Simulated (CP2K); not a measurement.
Runs of CP2K 2026.2 on Sb. Symmetry: P6_3/mmc, No. 194, hexagonal system. Conventional cell: a = 3.355 Å, b = 3.355 Å, c = 5.470 Å, α = 90.00°, β = 90.00°, γ = 120.00°. Around Sb (site symmetry -6m2) lie 12 Sb at 3.35 Å. This isn't the form of Sb at room conditions, which is rhombohedral.

```csv
task,level,potentials or basis,cell,k mesh,smearing,EPS_DEFAULT,k points reduced by the point group,NGRIDS,basis sets,potentials,gap on the mesh (eV),pressure (GPa)
band structure,BLYP+D4,GTH_POTENTIALS Sb GTH-BLYP-q5; TZVP-MOLOPT-PBE-GTH basis,as given,9 × 9 × 5,gaussian 0.05 eV,1.0E-10,yes,4,Sb TZVP-MOLOPT-PBE-GTH-q5,Sb GTH-BLYP-q5 of GTH_POTENTIALS,none,1.5
relaxation of cell and atoms,LDA,GTH_POTENTIALS Sb GTH-PADE-q5; TZVP-MOLOPT-PBE-GTH basis,relaxed,7 × 7 × 4,fermi-dirac 0.0259 eV,1.0E-9,-,5,Sb TZVP-MOLOPT-PBE-GTH-q5,Sb GTH-PADE-q5 of GTH_POTENTIALS,none,0.0
band structure,TASK,POTENTIAL_UZH Sb GTH-SCAN-q5; TZVP-MOLOPT-SCAN-GTH basis,as given,9 × 9 × 5,fermi-dirac 0.05 eV,1.0E-10,yes,5,Sb TZVP-MOLOPT-SCAN-GTH-q5,Sb GTH-SCAN-q5 of POTENTIAL_UZH,none,2.5
single point,LDA,GTH_POTENTIALS Sb GTH-PADE-q5; TZVP-MOLOPT-PBE-GTH basis,as given,9 × 9 × 5,gaussian 0.05 eV,1.0E-10,yes,5,Sb TZVP-MOLOPT-PBE-GTH-q5,Sb GTH-PADE-q5 of GTH_POTENTIALS,none,-1.5
single point,r2SCAN+D4,POTENTIAL_UZH Sb GTH-SCAN-q5; TZVP-MOLOPT-SCAN-GTH basis,as given,9 × 9 × 5,fermi-dirac 0.02 eV,1.0E-10,yes,5,Sb TZVP-MOLOPT-SCAN-GTH-q5,Sb GTH-SCAN-q5 of POTENTIAL_UZH,none,-0.8
band structure,LDA,GTH_POTENTIALS Sb GTH-PADE-q5; TZVP-MOLOPT-PBE-GTH basis,as given,9 × 9 × 5,fermi-dirac 0.01 eV,1.0E-9,yes,4,Sb TZVP-MOLOPT-PBE-GTH-q5,Sb GTH-PADE-q5 of GTH_POTENTIALS,none,-1.5
band structure,SCAN,POTENTIAL_UZH Sb GTH-SCAN-q5; TZVP-MOLOPT-SCAN-GTH basis,as given,9 × 9 × 5,fermi-dirac 0.05 eV,1.0E-9,yes,4,Sb TZVP-MOLOPT-SCAN-GTH-q5,Sb GTH-SCAN-q5 of POTENTIAL_UZH,none,0.0
band structure,r2SCAN,POTENTIAL_UZH Sb GTH-SCAN-q5; TZVP-MOLOPT-SCAN-GTH basis,as given,9 × 9 × 5,fermi-dirac 0.01 eV,1.0E-9,yes,5,Sb TZVP-MOLOPT-SCAN-GTH-q5,Sb GTH-SCAN-q5 of POTENTIAL_UZH,none,(a)
```

Alike in all rows: no spin polarisation.

Problem. Fill in the values left out.

Solution. (a) 0.3.

Caveats: the basis of atomic orbitals isn't converged, which shifts pressures, moduli and gaps; the potentials were made for another functional, which shifts forces and pressure (some runs); pairwise dispersion overbinds metals, which lowers pressure and volume (some runs).

A k mesh can miss the band edges, and the runs leave out spin-orbit coupling on Sb.

A gap of «none» marks a metal or a gap under the smearing width.

Not every run made on this cell is shown here.
